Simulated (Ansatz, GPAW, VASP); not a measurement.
CdS: programs and potentials compared

```
Cd S
1.0
     0.00000    2.91650    2.91650
     2.91650    0.00000    2.91650
     2.91650    2.91650    0.00000
Cd S
1 1
Direct
  0.00000 0.00000 0.00000
  0.75000 0.75000 0.75000
```

Alike in all runs: task single point; functional RPBE; k mesh 8 × 8 × 8; occupations gaussian, width 0.05 eV; no spin polarisation; no spin-orbit coupling. Pressure is positive in compression and, in plane waves, holds the error of the finite cutoff.

```tsv
program and potentials	plane-wave cutoff (eV)	notes	band gap (eV)	pressure (GPa)
GPAW, the program's PAW data sets (release 1.2.1) made for this functional	600	-	1.31	4.85
Ansatz, all-electron LAPW, scalar-relativistic	-	-	?	?
VASP, PBE PAW files Cd, S, 520 eV	520	potentials made for PBE	1.33	5.43
```

Estimate from the other rows what the run with Ansatz, all-electron LAPW, scalar-relativistic gave.

Band gap 1.33 eV; pressure 5.13 GPa. The other rows, which needn't bracket it: band gap 1.31 to 1.33; pressure 4.85 to 5.43.
